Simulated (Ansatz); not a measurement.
Harmonic frequencies (cm⁻¹) at PBE0-D4/def2-TZVP from Ansatz: 320, 649, 862, 871, 917, 918, 944, 1012, 1039, 1101, 1147, 1172, 1221, 1238, 1331, 1456, 1479, 1653, 3056, 3061, 3097, 3111, 3188, 3220.

(1) Which molecule is it?
A. `CC1C=C1`
B. `FCC#CCF`
C. `CC#CC`
D. `C1=CCC1`

Results:

(1) D.
